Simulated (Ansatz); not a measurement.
# Lattice dynamics of Li(110) slab, 3 layers

Aim: the vibrations of Li(110) slab, 3 layers, their spectra, and whether the structure is stable.

Main program and level: Ansatz 0.2.0; DFT PBE, scalar-relativistic, plane waves, PAW.

### 1. The starting structure

The cell holds 3 atoms: 3 Li. Cell: a = 3.022 Å, b = 3.022 Å, c = 17.936 Å, α = 90.0°, β = 90.0°, γ = 70.5°. Vacuum lies along c.

### 2. Bringing the structure to rest

The cell and atoms are relaxed, since residual forces and stress would shift the frequencies.

The program solves this slab on a cell height of its own, 33.7 Å, in place of the one typed.

Input file input.yaml:

```yaml
crystal:
  lattice:
    - [1.745, 2.4678, 0.0]
    - [-1.745, 2.4678, 0.0]
    - [0.0, 0.0, 17.93561]
  atoms:
    - { symbol: Li, position: [0.0, 0.0, 0.362408] }
    - { symbol: Li, position: [0.5, 0.5, 0.5] }
    - { symbol: Li, position: [0.0, 0.0, 0.637592] }
  periodic: [true, true, false]
kpoints:
  mp_grid: { grid: [12, 12, 1] }
hamiltonian:
  xc: pbe
scf:
  occupations: { method: gaussian, width: 0.1 }
output:
  forces: true
  stress: true
  eigenvalues: true
  write_density: true
  write_potential: true
  elf: true
  volumetric_format: npy
relax:
  adjacent_minimum: "off"
  f_tol: 0.005
  max_steps: 80
  cell: { stress_2d_tol: 0.02 }
```

The run is started by

```bash
$ ansatz run input.yaml --threads 8 --pin off --max-ram 14336MiB --backend cpu --events-out ev --progress --plain --runs-dir out
```

Numbers of over 12 decimals in the logs are rounded to 6 here.

Log:

```text
Warning: crystal.periodic: the lattice vector that does not repeat stood 0.000° off the slab's normal, 17.936 Å along it as the deck builds it. The run solves the slab on a vector along the normal, 33.671 Å long, with every atom where it was (on the deck's vector they left 13.00 Å outside them, and the widest stretch free of ions among them is 2.47 Å). A fractional position that the run reports is one of the run's ce [...]
crystal.periodic: the lattice vector that does not repeat stood 0.000° off the slab's normal, 17.936 Å along it as the deck builds it. The run solves the slab on a vector along the normal, 33.671 Å long, with every atom where it was (on the deck's vector they left 13.00 Å outside them, and the widest stretch free of ions among them is 2.47 Å). A fractional position that the run reports is one of the run's cell, which [...]
Engine: ansatz 0.2.0, x86_64-unknown-linux-gnu
Pseudopotentials: kind: paw
Pseudopotential: Li, paw, valence charge 3, recommended cutoff 420 eV (normal), Li.paw.azcp
Functional definition: PBE
  parameter kappa = 0.804
  parameter beta = 0.066725
  exchange = pbe_x(kappa = kappa, mu = beta*pi^2/3)
  correlation = pbe_c(beta = beta)
Crystal: 3 atoms, lattice volume = 289.997 Å³
Basis set: ecut = 420 eV, 5597 PW (Γ), exchange–correlation on 48×48×480 points (8 copies of the dense FFT grid, shifted against one another)
Bands: 9, of which v1, the nominal top of the filled ones, is band 5 counted from 1 (4 counted from 0)
Symmetry: 8 space group operations
Space group: Cmmm (ITA 65), of the structure as read, at distance tolerance 6.6e-5 Å
k-points: 43 of 144
Non-local potential: Li, projectors of the file, l = 0: 3, l = 1: 2, l = 2: 1
PAW form: soft (Blöchl's): semilocal exchange-correlation on the pseudo side does not see the compensation charge
PAW one-centre angular grid: Li, 110 points (default); XC on 64 Gauss nodes
Initial density: superposition of atomic densities (neutral atoms: chi_scale 0, normalization atom), corrected by the library's trained network
Initial wavefunctions: pseudopotential atomic-orbital guess
Functional: x = pbe(κ = 0.804, μ = 0.219515), c = pbe(β = 0.066725)
SCF iter   1: F=—  HF=-613.521336 eV  |F-HF|=—  |Δ(HF+E_count)|=         —  Δρ=3.77e-4  dr2=1.91e-3  ethr=1.77e-3  ⟨swp⟩=8.1  Hψ=3620  notcnv=0
preconditioner: auto → LDOS  [metal: Δε(μ)=0.040 eV  Ē_g=3.977 eV  σ=0.100 eV  W_gap=0.22  n_scr=16 (ndim 8)  ℏωp=3.8 eV  f_vac=0.687  D(μ)=1.89/eV (n_scr^D=10)  β→1.0]
SCF iter   2: F=—  HF=-613.521041 eV  |F-HF|=—  |Δ(HF+E_count)|=   2.95e-4  Δρ=1.37e-4  dr2=2.44e-4  ethr=2.12e-5  ⟨swp⟩=1.8  Hψ=848  notcnv=0
SCF iter   3: F=—  HF=-613.521091 eV  |F-HF|=—  |Δ(HF+E_count)|=   5.04e-5  Δρ=4.40e-5  dr2=3.00e-5  ethr=2.72e-6  ⟨swp⟩=1.7  Hψ=419  notcnv=0
SCF iter   4: F=—  HF=-613.521104 eV  |F-HF|=—  |Δ(HF+E_count)|=   1.22e-5  Δρ=1.10e-5  dr2=7.91e-7  ethr=3.34e-7  ⟨swp⟩=1.8  Hψ=436  notcnv=0
iter 5 did not close the SCF: its close was put off for the readings that it lacked (scf_convergence_deferred on its scf_iter line)
SCF iter   5: F=-613.521104 eV  HF=-613.521104 eV  |F-HF|=6.08e-8  |Δ(HF+E_count)|=   7.34e-7  Δρ=2.52e-6  dr2=3.97e-8  ethr=8.79e-9  ⟨swp⟩=1.9  Hψ=449  notcnv=0
iter 6 did not close the SCF: its close was put off until two iterations running show no level that it waits for move by more than its bar (scf_convergence_deferred on its scf_iter line)
SCF iter   6: F=-613.521104 eV  HF=-613.521104 eV  |F-HF|=1.88e-9  |Δ(HF+E_count)|=   7.24e-8  Δρ=3.02e-7  dr2=3.88e-10  ethr=4.41e-10  ⟨swp⟩=9.7  Hψ=2653  notcnv=0
iter 7 did not close the SCF: its close was put off until two iterations running show no level that it waits for move by more than its bar (scf_convergence_deferred on its scf_iter line)
SCF iter   7: F=-613.521104 eV  HF=-613.521104 eV  |F-HF|=7.20e-11  |Δ(HF+E_count)|=   1.85e-9  Δρ=4.51e-8  dr2=1.27e-11  ethr=4.31e-12  ⟨swp⟩=4.2  Hψ=1513  notcnv=0
SCF iter   8: F=-613.521104 eV  HF=-613.521104 eV  |F-HF|=1.32e-11  |Δ(HF+E_count)|=  6.61e-11  Δρ=8.03e-9  dr2=3.70e-13  ethr=1.00e-12  ⟨swp⟩=3.8  Hψ=1395  notcnv=0
SCF 1 converged in 8 iterations: F = -613.521104 eV  dr2 = 3.70e-13
  greatest PAW one-centre occupation: 1.000 electrons in one spin orbital (limit 2), on the Li atom at site 2 (counted from 0), in its partial waves of l = 0
relax step   1: F+E_penalty+E_count = -613.52110445 eV  Δ(F+E_penalty+E_count) = +0.000e0 eV  max|allowed force component| = 1.056e-1 eV/Å  Δτ_max = 0.0000 Å  P = -0.320 N/m  Ω = 289.997 Å³  fix = [c, alpha, beta]  reactions: c +0.000 N/m  (8 SCF iters, accepted)
Crystal: 3 atoms, lattice volume = 289.384 Å³
Basis set: ecut = 420 eV, 5581 PW (Γ), exchange–correlation on 48×48×480 points (8 copies of the dense FFT grid, shifted against one another)
Initial density: handed on by an earlier stage of this run
Initial wavefunctions: those handed on with the density
iter 1 solved again at ethr=2.33e-3 eV; its pass at ethr=3.10e-3 eV (dr2=2.09e-1 eV) is discarded
SCF iter   1: F=—  HF=-613.564340 eV  |F-HF|=—  |Δ(HF+E_count)|=         —  Δρ=2.22e-3  dr2=2.01e-1  ethr=2.33e-3  ⟨swp⟩=1.0  Hψ=3809  notcnv=0
preconditioner: auto → LDOS  [metal: Δε(μ)=0.050 eV  Ē_g=4.139 eV  σ=0.100 eV  W_gap=0.28  n_scr=16 (ndim 8)  ℏωp=3.8 eV  f_vac=0.698  D(μ)=1.87/eV (n_scr^D=10)  β→1.0]
SCF iter   2: F=—  HF=-613.537951 eV  |F-HF|=—  |Δ(HF+E_count)|=   2.64e-2  Δρ=7.95e-4  dr2=2.47e-3  ethr=2.23e-3  ⟨swp⟩=2.0  Hψ=501  notcnv=0
SCF iter   3: F=—  HF=-613.539835 eV  |F-HF|=—  |Δ(HF+E_count)|=   1.88e-3  Δρ=2.03e-4  dr2=6.03e-4  ethr=2.75e-5  ⟨swp⟩=1.9  Hψ=631  notcnv=0  defer=1
SCF iter   4: F=—  HF=-613.539867 eV  |F-HF|=—  |Δ(HF+E_count)|=   3.19e-5  Δρ=8.47e-5  dr2=9.08e-5  ethr=6.70e-6  ⟨swp⟩=1.4  Hψ=405  notcnv=0  defer=1
SCF iter   5: F=—  HF=-613.539872 eV  |F-HF|=—  |Δ(HF+E_count)|=   4.82e-6  Δρ=2.02e-5  dr2=4.51e-6  ethr=1.01e-6  ⟨swp⟩=1.3  Hψ=402  notcnv=0  defer=1
iter 6 did not close the SCF: its close was put off until two iterations running show no level that it waits for move by more than its bar (scf_convergence_deferred on its scf_iter line)
SCF iter   6: F=-613.539873 eV  HF=-613.539873 eV  |F-HF|=9.79e-9  |Δ(HF+E_count)|=   7.03e-7  Δρ=2.60e-6  dr2=5.94e-8  ethr=3.33e-9  ⟨swp⟩=10.5  Hψ=2965  notcnv=0
iter 7 did not close the SCF: its close was put off until two iterations running show no level that it waits for move by more than its bar (scf_convergence_deferred on its scf_iter line)
SCF iter   7: F=-613.539873 eV  HF=-613.539873 eV  |F-HF|=1.92e-9  |Δ(HF+E_count)|=   3.39e-8  Δρ=3.38e-7  dr2=8.40e-10  ethr=6.60e-10  ⟨swp⟩=6.6  Hψ=2034  notcnv=0
SCF iter   8: F=-613.539873 eV  HF=-613.539873 eV  |F-HF|=9.29e-11  |Δ(HF+E_count)|=   1.96e-9  Δρ=5.97e-8  dr2=3.89e-11  ethr=9.34e-12  ⟨swp⟩=4.4  Hψ=1577  notcnv=0
SCF 2 converged in 8 iterations: F = -613.539873 eV  dr2 = 3.89e-11
relax step   2: F+E_penalty+E_count = -613.53987295 eV  Δ(F+E_penalty+E_count) = -1.877e-2 eV  max|allowed force component| = 3.238e-3 eV/Å  Δτ_max = 0.1472 Å  P = -0.155 N/m  Ω = 289.384 Å³  energy of the carried Pulay correction = +8.358e-7 eV  fix = [c, alpha, beta]  reactions: c -0.000 N/m  (8 SCF iters, dr2 threshold 3.00e-7 eV, accepted)
Crystal: 3 atoms, lattice volume = 288.364 Å³
Basis set: ecut = 420 eV, 5573 PW (Γ), exchange–correlation on 48×48×480 points (8 copies of the dense FFT grid, shifted against one another)
iter 1 solved again at ethr=6.68e-6 eV; its pass at ethr=3.10e-3 eV (dr2=6.01e-4 eV) is discarded
SCF iter   1: F=—  HF=-613.541006 eV  |F-HF|=—  |Δ(HF+E_count)|=         —  Δρ=1.18e-4  dr2=6.01e-4  ethr=6.68e-6  ⟨swp⟩=2.2  Hψ=3565  notcnv=0
preconditioner: auto → LDOS  [metal: Δε(μ)=0.009 eV  Ē_g=4.065 eV  σ=0.100 eV  W_gap=0.05  n_scr=16 (ndim 8)  ℏωp=3.8 eV  f_vac=0.696  D(μ)=1.81/eV (n_scr^D=10)  β→1.0]
SCF iter   2: F=—  HF=-613.540925 eV  |F-HF|=—  |Δ(HF+E_count)|=   8.15e-5  Δρ=4.75e-5  dr2=1.41e-5  ethr=6.68e-6  ⟨swp⟩=1.2  Hψ=394  notcnv=0
SCF iter   3: F=—  HF=-613.540937 eV  |F-HF|=—  |Δ(HF+E_count)|=   1.20e-5  Δρ=1.12e-5  dr2=1.89e-6  ethr=1.56e-7  ⟨swp⟩=2.0  Hψ=462  notcnv=0
SCF iter   4: F=-613.540937 eV  HF=-613.540937 eV  |F-HF|=9.33e-9  |Δ(HF+E_count)|=   5.14e-7  Δρ=2.46e-6  dr2=4.94e-8  ethr=1.96e-9  ⟨swp⟩=9.4  Hψ=2825  notcnv=0
SCF 3 converged in 4 iterations: F = -613.540937 eV  dr2 = 4.94e-8
relax step   3: F+E_penalty+E_count = -613.54093708 eV  Δ(F+E_penalty+E_count) = -1.064e-3 eV  max|allowed force component| = 5.458e-3 eV/Å  Δτ_max = 0.0061 Å  P = -0.115 N/m  Ω = 288.364 Å³  energy of the carried Pulay correction = +2.230e-6 eV  fix = [c, alpha, beta]  reactions: c -0.000 N/m  (4 SCF iters, dr2 threshold 1.77e-7 eV, accepted)
[...]
relax step   4: F+E_penalty+E_count = -613.54935667 eV  Δ(F+E_penalty+E_count) = -8.420e-3 eV  max|allowed force component| = 3.908e-2 eV/Å  Δτ_max = 0.0001 Å  P = +0.266 N/m  Ω = 278.404 Å³  energy of the carried Pulay correction = +1.610e-5 eV  fix = [c, alpha, beta]  reactions: c +0.000 N/m  (7 SCF iters, dr2 threshold 1.50e-7 eV, accepted)
[...]
relax step   5: F+E_penalty+E_count = -613.55210333 eV  Δ(F+E_penalty+E_count) = -2.747e-3 eV  max|allowed force component| = 3.947e-3 eV/Å  Δτ_max = 0.0501 Å  P = +0.182 N/m  Ω = 279.127 Å³  energy of the carried Pulay correction = +1.508e-5 eV  fix = [c, alpha, beta]  reactions: c +0.000 N/m  (5 SCF iters, dr2 threshold 2.00e-7 eV, accepted)
[...]
relax step   6: F+E_penalty+E_count = -613.55289649 eV  Δ(F+E_penalty+E_count) = -7.932e-4 eV  max|allowed force component| = 6.279e-3 eV/Å  Δτ_max = 0.0118 Å  P = -0.023 N/m  Ω = 282.743 Å³  energy of the carried Pulay correction = +1.000e-5 eV  fix = [c, alpha, beta]  reactions: c -0.000 N/m  (4 SCF iters, dr2 threshold 9.12e-8 eV, accepted)
[...]
relax step   7: F+E_penalty+E_count = -613.55296331 eV  Δ(F+E_penalty+E_count) = -6.682e-5 eV  max|allowed force component| = 3.396e-4 eV/Å  Δτ_max = 0.0070 Å  P = -0.005 N/m  Ω = 282.359 Å³  energy of the carried Pulay correction = +1.054e-5 eV  fix = [c, alpha, beta]  reactions: c -0.000 N/m  (5 SCF iters, dr2 threshold 2.46e-9 eV, accepted)
Initial wavefunctions: pseudopotential atomic-orbital guess (no wavefunctions were taken with the density)
iter 1 solved again at ethr=5.59e-8 eV; its pass at ethr=3.10e-3 eV (dr2=5.03e-6 eV) is discarded
SCF iter   1: F=—  HF=-613.552344 eV  |F-HF|=—  |Δ(HF+E_count)|=         —  Δρ=4.57e-5  dr2=3.13e-7  ethr=5.59e-8  ⟨swp⟩=4.1  Hψ=4873  notcnv=0
preconditioner: auto → LDOS  [metal: Δε(μ)=0.062 eV  Ē_g=4.076 eV  σ=0.100 eV  W_gap=0.34  n_scr=16 (ndim 8)  ℏωp=3.8 eV  f_vac=0.692  D(μ)=1.27/eV (n_scr^D=8)  β→1.0]
SCF iter   2: F=—  HF=-613.552941 eV  |F-HF|=—  |Δ(HF+E_count)|=   5.97e-4  Δρ=2.78e-6  dr2=1.74e-7  ethr=3.48e-9  ⟨swp⟩=2.6  Hψ=635  notcnv=0
SCF iter   3: F=—  HF=-613.552937 eV  |F-HF|=—  |Δ(HF+E_count)|=   4.03e-6  Δρ=2.45e-6  dr2=2.51e-8  ethr=1.93e-9  ⟨swp⟩=1.2  Hψ=394  notcnv=0
SCF iter   4: F=—  HF=-613.552941 eV  |F-HF|=—  |Δ(HF+E_count)|=   4.01e-6  Δρ=1.84e-7  dr2=6.88e-10  ethr=2.79e-10  ⟨swp⟩=1.8  Hψ=436  notcnv=0
SCF iter   5: F=—  HF=-613.552941 eV  |F-HF|=—  |Δ(HF+E_count)|=   1.70e-8  Δρ=7.95e-8  dr2=2.49e-11  ethr=7.64e-12  ⟨swp⟩=1.8  Hψ=450  notcnv=0
SCF iter   6: F=—  HF=-613.552941 eV  |F-HF|=—  |Δ(HF+E_count)|=   1.34e-8  Δρ=1.35e-8  dr2=2.58e-12  ethr=1.00e-12  ⟨swp⟩=1.6  Hψ=426  notcnv=0
SCF iter   7: F=-613.552941 eV  HF=-613.552941 eV  |F-HF|=3.18e-12  |Δ(HF+E_count)|=  1.11e-10  Δρ=1.54e-9  dr2=2.05e-14  ethr=1.00e-12  ⟨swp⟩=7.0  Hψ=1808  notcnv=0
SCF 8 converged in 7 iterations: F = -613.552941 eV  dr2 = 2.05e-14
relax step   8: F+E_penalty+E_count = -613.55294137 eV  Δ(F+E_penalty+E_count) = +2.194e-5 eV  max|allowed force component| = 3.429e-4 eV/Å  Δτ_max = 0.0000 Å  P = -0.005 N/m  Ω = 282.359 Å³  fix = [c, alpha, beta]  reactions: c -0.000 N/m  stress off target by 1.24e-2 N/m on what of the cell is left free  SCF on the basis re-selected at this cell (its energy is not comparable with the rows above)  (7 SCF iters)
basis re-selected at this cell: Δ(F+E_penalty+E_count) = +2.194e-5 eV, ΔP = +0.000 N/m vs the last step (what re-selecting the basis moved, of the pressure what is left beyond the Pulay correction that the steps carried, after the strain that the cell walked since its last selection, with what the two solves' SCF thresholds leave and, on support functions, any second-order correction that the steps lacked; it is no m [...]
SCF converged after 7 iterations
Free energy (F): -613.552941 eV
Harris-Foulkes:  -613.552941 eV  (|F-HF|=3.18e-12)
Internal energy: -613.546602 eV  (E = F + TS)
E sigma→0 (E₀):  -613.549772 eV
Entropy (-TS):   -0.006339 eV (-2.113 meV/atom)
Fermi energy:    -3.345321 eV
--- Per-component energies (eV) ---
  E_band       = -314.204291
  E_kinetic    = 63.071251
  E_local      = -5762.096096  (includes V_loc(G=0)·N_el)
  E_nonlocal   = -99.753629
  E_hartree    = 2780.267215
  E_xc         = -29.617327
  E_vxc        = -38.103758  (∫ρ·V_xc dr)
  E_paw        = -63.008803  (= ΣΔE_a)
  E_vpaw       = -37.856532  (= ΣTr[D̂ρ^β])
  E_aug_tail   = 0.000045  (compensation charges beyond the density's cutoff)
  E_ewald      = 2497.590742
  E_smearing   = -0.006339  (= −TS)
  E_closure    = 0.000000  (closes the sum)
  Σ components = -613.552941   (vs F -613.552941, Δ=0.00e0)
--- Forces (eV/Å), atoms counted from 1 ---
  atom   1  Li     0.00000000     0.00000000    -0.00034290
  atom   2  Li     0.00000000     0.00000000     0.00000000
  atom   3  Li     0.00000000    -0.00000000     0.00034290
  max |Σ_I F_I| component: 5.42e-20 eV/Å
--- 2D stress c σ (N/m, compression-positive) ---
        0.002980       0.000000      -0.000000
        0.000000      -0.012393      -0.000000
       -0.000000      -0.000000      -0.000000
  P = ½ c Tr σ = -0.0047 N/m
--- Band table (eV; the first three rows and the last of 43) ---
  k-point 0: bands = ["-50.2208", "-50.2206", "-49.7788", "-6.6005", "-5.5692", "-3.9479", "-2.9562", "-0.4285", "-0.1890"]
  k-point 1: bands = ["-50.2202", "-50.2200", "-49.7782", "-6.4987", "-5.4660", "-3.8344", "-2.8206", "-0.3077", "-0.0538"]
  k-point 2: bands = ["-50.2185", "-50.2183", "-49.7766", "-6.1933", "-5.1581", "-3.5000", "-2.4143", "0.0424", "0.3512"]
  k-point 42: bands = ["-50.2082", "-50.2081", "-49.7662", "-3.2350", "-2.0334", "-0.5297", "0.0691", "0.2182", "1.5555"]
--- Relaxed structure (7 steps of the walk, 7 accepted, 1 SCFs on fresh bases) ---
  F+E_penalty+E_count = -613.55294137 eV   max|allowed force component| = 3.429e-4 eV/Å   (the final SCF, on the basis selected at the relaxed cell)
  cell:  # Å, volume = 282.3590 Å³
    - [1.633651, 2.566574, 0]
    - [-1.633651, 2.566574, 0]
    - [0, 0, 33.671186]
  atoms:
    - { symbol: Li, position: [0, 0, 0.196256] }
    - { symbol: Li, position: [0.5, 0.5, 0.266335] }
    - { symbol: Li, position: [0, 0, 0.336414] }
```

Wall time 8.7 s (8 threads of Intel Xeon Platinum 8488C (Sapphire Rapids), shared host); peak memory 0.75 GiB; 53 s of CPU time.

Step by step:

```tsv
step	energy less that of the first step (eV)	largest force component (eV/Å)	volume (Å³)
1	0.0000	0.1056	290.00
2	-0.0188	0.0032	289.38
3	-0.0198	0.0055	288.36
4	-0.0283	0.0391	278.40
5	-0.0310	0.0039	279.13
6	-0.0318	0.0063	282.74
7	-0.0319	0.0003	282.36
8*	-0.0318	0.0003	282.36
```

Relaxation steps marked * repeat the geometry before them on a plane-wave basis chosen anew for their cell, so energy and pressure can jump there.

Forces are held to the 8 operations that the run works with; a distortion that breaks them can't arise in this run.

```tsv
cell as run	before	after	change
a (Å)	3.022	3.042	+0.7 %
b (Å)	3.022	3.042	+0.7 %
γ (°)	70.53	64.95	-7.9 %
```

The atoms that moved most (Å, along periodic axes as changes of fractional coordinates times the final cell, across vacuum about the mean position):

```tsv
atom	dx	dy	dz	length
Li1	0.000	0.000	0.108	0.108
Li3	0.000	0.000	-0.108	0.108
```

The relaxed structure:

```cif
data_structure
_symmetry_space_group_name_H-M 'P 1'
_symmetry_Int_Tables_number 1
_cell_length_a 3.0424
_cell_length_b 3.0424
_cell_length_c 33.6712
_cell_angle_alpha 90.000
_cell_angle_beta 90.000
_cell_angle_gamma 64.954
_cell_volume 282.36
loop_
_atom_site_label
_atom_site_type_symbol
_atom_site_fract_x
_atom_site_fract_y
_atom_site_fract_z
_atom_site_occupancy
Li1 Li 0.00000 0.00000 0.19626 1
Li2 Li 0.50000 0.50000 0.26633 1
Li3 Li 0.00000 0.00000 0.33641 1
```

This step gave:

```yaml
gap_on_the_k_mesh: 0 eV
area_per_atom: 2.795 Å²
```

ELF in the ac plane at fractional y = 1.000, with atoms of Li within 0.2 Å of it. It is the smooth field of the valence electrons, not physical close to the nuclei.

Ten even steps from '0' (0.00 × 1e-1) to '9' (7.12 × 1e-1), each cell a mean:
```
0000000000000000
0000000000000000
0000000000000000
0000000000000000
0000000000000000
0000000000000000
0000000000000000
0000000000000000
0000000000000000
0000000000000000
0000000000000000
0000000000000000
0000000000000000
0000000000000000
1222344555443222
7751026999620157
5543468999864345
7777777777777777
5444568999865444
8861025999520168
1122345555543221
0000000000000000
0000000000000000
0000000000000000
```
Columns run along a (3.0 Å), rows up along c (33.7 Å). Atoms in or near the plane, at fractional coordinates: Li at (0.00, 0.20), Li at (0.00, 0.34).

Valence density in the ac plane at fractional y = 1.000, with atoms of Li within 0.2 Å of it. It is the smooth field of the valence electrons, not physical close to the nuclei.

Ten steps, logarithmic in the rise over the least value, from '_' (0.0 e/Å³) to '@' (3.7 e/Å³), each cell a mean:
```
________________________________
________________________________
________________________________
________________________________
________________________________
________________________________
________________________________
________________________________
________________________________
________________________________
________________________________
________________________________
________________________________
________________________________
________________________________
@@@@##--..................--##@@
****==::::::::::::::::::::::==**
................................
++++--::::::::::::::::::::::--++
@@@@##--..................--##@@
________________________________
________________________________
________________________________
________________________________
```
Columns run along a (3.0 Å), rows up along c (33.7 Å). Atoms in or near the plane, at fractional coordinates: Li at (0.00, 0.20), Li at (0.00, 0.34).

Electrostatic potential energy in the ac plane at fractional y = 1.000, with atoms of Li within 0.2 Å of it. With pseudopotentials it is smooth inside the atoms' cores, unlike the true potential.

Ten even steps from '_' (-12 eV) to '@' (0 eV), each cell a mean:
```
@@@@@@@@@@@@@@@@@@@@@@@@@@@@@@@@
@@@@@@@@@@@@@@@@@@@@@@@@@@@@@@@@
@@@@@@@@@@@@@@@@@@@@@@@@@@@@@@@@
@@@@@@@@@@@@@@@@@@@@@@@@@@@@@@@@
@@@@@@@@@@@@@@@@@@@@@@@@@@@@@@@@
@@@@@@@@@@@@@@@@@@@@@@@@@@@@@@@@
@@@@@@@@@@@@@@@@@@@@@@@@@@@@@@@@
@@@@@@@@@@@@@@@@@@@@@@@@@@@@@@@@
@@@@@@@@@@@@@@@@@@@@@@@@@@@@@@@@
@@@@@@@@@@@@@@@@@@@@@@@@@@@@@@@@
@@@@@@@@@@@@@@@@@@@@@@@@@@@@@@@@
@@@@@@@@@@@@@@@@@@@@@@@@@@@@@@@@
@@@@@@@@@@@@@@@@@@@@@@@@@@@@@@@@
@@@@@@@@@@@@@@@@@@@@@@@@@@@@@@@@
%%@@@@@@@@@@@@@@@@@@@@@@@@@@@@@@
____..::==**##%%%%%%##**==::..__
----==++##%%%%@@@@@@%%%%##++==--
%%%%%%%%%%%%%%%%%%%%%%%%%%%%%%%%
====++**##%%%%@@@@@@%%%%##**++==
______..==**##%%%%%%##**==..____
%%%%%%@@@@@@@@@@@@@@@@@@@@@@%%%%
@@@@@@@@@@@@@@@@@@@@@@@@@@@@@@@@
@@@@@@@@@@@@@@@@@@@@@@@@@@@@@@@@
@@@@@@@@@@@@@@@@@@@@@@@@@@@@@@@@
```
Columns run along a (3.0 Å; values clipped at the 3rd and 97th percentile), rows up along c (33.7 Å). Atoms in or near the plane, at fractional coordinates: Li at (0.00, 0.20), Li at (0.00, 0.34).

(Part 1 of 2 ends here.)

[Logs are printed without paths, hosts, clocks, repeated set-up lines and the standing remarks that a program may print on its own settings, such as how far it seeks lower states.]

[Hosts, paths, dates, database ids (printed as entryN), source tags and the programs' standing remarks are cut or masked in the printed files.]
